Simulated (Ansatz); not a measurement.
# NaCl: the cell at several levels of theory

An exercise on one series of results from a longer session: the logs are not shown, and one member is left open.

The runs shown are made with Ansatz 0.2.0. PAW datasets, plane waves, zero pressure. The structure was generated, not taken from experiment, and needn't be the ground state; spin polarisation is off.

### The structure to begin with

This is the cell as the run starts from it, not yet at rest; its lengths are not the crystal's.

It is cubic, Pm-3m (No. 221); conventional cell a = 3.235 Å, 16.93 Å³ an atom. Near Na stand 8 Cl at 2.80 Å; near Cl stand 8 Na at 2.80 Å.

Coordinates:

```cif
data_structure
_symmetry_space_group_name_H-M 'Pm-3m'
_symmetry_Int_Tables_number 221
_cell_length_a 3.2350
_cell_length_b 3.2350
_cell_length_c 3.2350
_cell_angle_alpha 90.000
_cell_angle_beta 90.000
_cell_angle_gamma 90.000
_cell_volume 33.86
loop_
_atom_site_label
_atom_site_type_symbol
_atom_site_symmetry_multiplicity
_atom_site_Wyckoff_symbol
_atom_site_fract_x
_atom_site_fract_y
_atom_site_fract_z
_atom_site_occupancy
Na1 Na 1 a 0.00000 0.00000 0.00000 1
Cl1 Cl 1 b 0.50000 0.50000 0.50000 1
```

Set-up of the first run:

The input, input.yaml:

```yaml
crystal:
  lattice:
    - [3.2350194206, 0.0, 0.0]
    - [0.0, 3.2350194206, 0.0]
    - [0.0, 0.0, 3.2350194206]
  atoms:
    - { symbol: Na, position: [0.0, 0.0, 0.0] }
    - { symbol: Cl, position: [0.5, 0.5, 0.5] }
kpoints:
  mp_grid: { grid: [8, 8, 8] }
hamiltonian:
  xc: pbe
scf:
  occupations: { method: fermi_dirac, width: 0.02 }
relax:
  f_tol: 0.005
  cell: {}
output:
  write_density: true
  write_potential: true
  elf: true
  volumetric_format: npy
```

Command:

```console
> ansatz run input.yaml --threads 2 --pin off --max-ram 2211MiB --backend cpu --events-out ev --progress --plain --runs-dir out
```

Steps of the session up to this table: Relaxing with PBE; r2SCAN: cell and atoms; Relaxation with PBEsol; LDA: cell and atoms; Relaxation with HSE06.

One of the session's tables, all rows but one given; the rest of the session is left out.

| level | a (Å) | volume (Å³/atom) |
| --- | --- | --- |
| PBE | ? | ? |
| r2SCAN | 3.460 | 20.703 |
| PBEsol | 3.447 | 20.477 |
| LDA | 3.370 | 19.140 |
| HSE06 | 3.486 | 21.176 |

**Question.** Estimate the row for PBE.

As computed: a (Å): 3.506; volume (Å³/atom): 21.557. In the column «a (Å)» it is the highest.

From the start to the first minimum the volume moved by +27.3 %. LDA gives the smallest cell and PBE the largest; they differ by 12.6 % in volume, a mean of 4.0 % in length. The meshes differ: PBE 8×8×8, r2SCAN 6×6×6, PBEsol 6×6×6, LDA 6×6×6, HSE06 4×4×4.
